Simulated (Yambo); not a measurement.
Input of a Yambo 5.3.0 run:

The input optics3.in:

```
optics
chi
tddft
Chimod= "LRC"
% BndsRnXd
 1 | 29 |
%
NGsBlkXd= 3 Ry
% LongDrXd
 1 | 0 | 0 |
%
% QpntsRXd
 1 | 1 |
%
% EnRngeXd
 0 | 20 | eV
%
% DmRngeXd
 0.1 | 0.1 | eV
%
ETStpsXd= 200
LRC_alpha= -0.2
```

Contents of scf.in:

```
&CONTROL
  calculation = 'scf'
  prefix = 'pwscf'
  outdir = './tmp'
  pseudo_dir = './pseudo'
/
&SYSTEM
  ibrav = 0
  nat = 2
  ntyp = 1
  ecutwfc = 82
  nbnd = 9
  occupations = 'smearing'
  smearing = 'fd'
  degauss = 0.00367493
  force_symmorphic = .true.
/
&ELECTRONS
  conv_thr = 4d-10
  electron_maxstep = 120
  mixing_beta = 0.5
/
ATOMIC_SPECIES
C     12.0110 C.upf
CELL_PARAMETERS angstrom
   0.0000000000    1.7833700000    1.7833700000
   1.7833700000    0.0000000000    1.7833700000
   1.7833700000    1.7833700000    0.0000000000
ATOMIC_POSITIONS crystal
C      0.7500000000    0.7500000000    0.7500000000
C      0.5000000000    0.5000000000    0.5000000000
K_POINTS automatic
12 12 12 0 0 0
```

nscf.in

```
&CONTROL
  calculation = 'nscf'
  prefix = 'pwscf'
  outdir = './tmp'
  pseudo_dir = './pseudo'
/
&SYSTEM
  ibrav = 0
  nat = 2
  ntyp = 1
  ecutwfc = 82
  nbnd = 34
  occupations = 'fixed'
  force_symmorphic = .true.
/
&ELECTRONS
  conv_thr = 1d-08
  diago_full_acc = .true.
  diago_thr_init = 1d-06
/
ATOMIC_SPECIES
C     12.0110 C.upf
CELL_PARAMETERS angstrom
   0.0000000000    1.7833700000    1.7833700000
   1.7833700000    0.0000000000    1.7833700000
   1.7833700000    1.7833700000    0.0000000000
ATOMIC_POSITIONS crystal
C      0.7500000000    0.7500000000    0.7500000000
C      0.5000000000    0.5000000000    0.5000000000
K_POINTS automatic
12 12 12 0 0 0
```

Potentials or basis: PseudoDojo 0.4.1 SR PBEsol standard.

The run is started by

```console
$ OMP_NUM_THREADS=1 pw.x -in scf.in > scf.out
$ OMP_NUM_THREADS=1 pw.x -in nscf.in > nscf.out
$ cd tmp/pwscf.save; p2y; mv SAVE ../..; cd ../..
$ OMP_NUM_THREADS=1 yambo
$ OMP_NUM_THREADS=1 yambo -F optics3.in -J optics3 -C optics3_out
```

Task: What does it give for the electronic dielectric constant along the field?

Result: 6.23.

Task: Estimate the electronic dielectric constant along the field, independent particles.

Result: 5.98.

Task: Predict the band gap on the k mesh, mean-field level.

Result: 4.07 eV, indirect (least direct gap 5.56 eV).

Dielectric function (along the field direction of the input):
```tsv
energy (eV)	real part	imaginary part
0.30	6.24	0.05
1.31	6.32	0.05
2.31	6.53	0.06
3.32	6.90	0.08
4.42	7.66	0.12
5.43	9.53	0.71
6.43	7.15	4.68
7.54	8.32	6.24
8.54	10.93	7.82
9.55	7.86	8.12
10.65	14.11	19.06
11.66	-0.94	10.15
12.66	-9.39	9.36
13.77	-2.46	2.35
14.77	-2.54	3.48
15.78	-2.68	4.73
16.88	-3.64	1.66
17.89	-1.60	1.18
18.89	-1.11	1.53
20.00	-1.36	0.90
```

Caveat: the long-range kernel's strength is typed, not fitted to the crystal's screening; spectra need much finer meshes, so this one isn't converged; independent-particle spectra lack excitons. A hybrid or GW would open this gap; PBEsol tends to underestimate it.
